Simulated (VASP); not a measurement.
AlN (strained wurtzite): one r²SCAN single-point calculation in two programs

```
CELL_PARAMETERS angstrom
3.10669 0.00000 0.00000
-1.55335 2.69048 0.00000
0.00000 0.00000 5.02838
ATOMIC_POSITIONS crystal
Al 0.33333 0.66667 0.99758
Al 0.66667 0.33333 0.49758
N 0.33333 0.66667 0.37742
N 0.66667 0.33333 0.87742
```

Datasets and cutoffs are each program's own. VASP's cell holds 16 valence electrons and Ansatz's 16. Ansatz's stress includes a Pulay correction; VASP's doesn't.

Cutoffs: 520 eV in VASP, 500 eV in Ansatz. k meshes: 12×12×6 and 12×12×6.

|  | VASP | Ansatz |
| --- | --- | --- |
| gap between bands v and c | 4.88 eV | 4.84 eV |
| least direct gap | 4.88 eV | 4.84 eV |
| pressure | -2.3 GPa | -1.9 GPa |

Band v is the last that the valence electrons fill when counted band by band, and c is the next. Levels in eV from the top of v, Ansatz:

```csv
point,v−1,v,c,c+1
Γ,-0.13,0.00,4.84,7.59
M,-1.71,-0.64,6.41,6.64
K,-2.34,-2.34,5.69,9.19
A,-0.46,-0.46,7.23,7.23
L,-1.36,-1.36,5.99,5.99
H,-0.79,-0.79,8.12,8.12
```

VASP:

```json
{"point": "Γ", "v−1": "-0.13", "v": "0.00", "c": "4.88", "c+1": "7.60"}
{"point": "M", "v−1": "-1.71", "v": "-0.64", "c": "6.41", "c+1": "6.63"}
{"point": "K", "v−1": "-2.34", "v": "-2.34", "c": "5.68", "c+1": "9.20"}
{"point": "A", "v−1": "-0.46", "v": "-0.46", "c": "7.26", "c+1": "7.26"}
{"point": "L", "v−1": "-1.36", "v": "-1.36", "c": "5.99", "c+1": "5.99"}
{"point": "H", "v−1": "-0.79", "v": "-0.79", "c": "8.12", "c+1": "8.12"}
```
